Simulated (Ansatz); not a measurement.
Crystal: Zn.

```
CELL_PARAMETERS angstrom
3.77113 0.00000 0.00000
0.00000 3.77113 0.00000
0.00000 0.00000 3.77113
ATOMIC_POSITIONS crystal
Zn 0.00000 0.50000 0.50000
Zn 0.50000 0.00000 0.50000
Zn 0.50000 0.50000 0.00000
```

The cell was built by a generator and needn't be a form met in nature.

Base run:

```yaml
Program: Ansatz 0.2.0
Functional: PBE
Potentials_or_basis: Ansatz PAW
Cutoff: 420 eV
Density_cutoff: 1680 eV
k_mesh: 7 × 7 × 7
Occupations: fermi-dirac, width 0.05 eV
Spin: no spin polarisation
```

Its results: band gap on the k mesh none (metal or under the smearing width); pressure -0.5 GPa.

**Question.** The run is repeated on the same cell with these changes: functional from PBE to revPBE. What comes out?

**Answer.** Band gap on the k mesh none (metal or under the smearing width); pressure 1.4 GPa.

revPBE binds less tightly than PBE, so the same cell stands under more pressure.

Caveats: the potentials were made for another functional, which shifts forces and pressure (some runs); the PAW data sets come from PBE, with cores solved anew for the run's functional, which leaves a small shift of forces and pressure (some runs).

Not every run made on this cell is shown here.
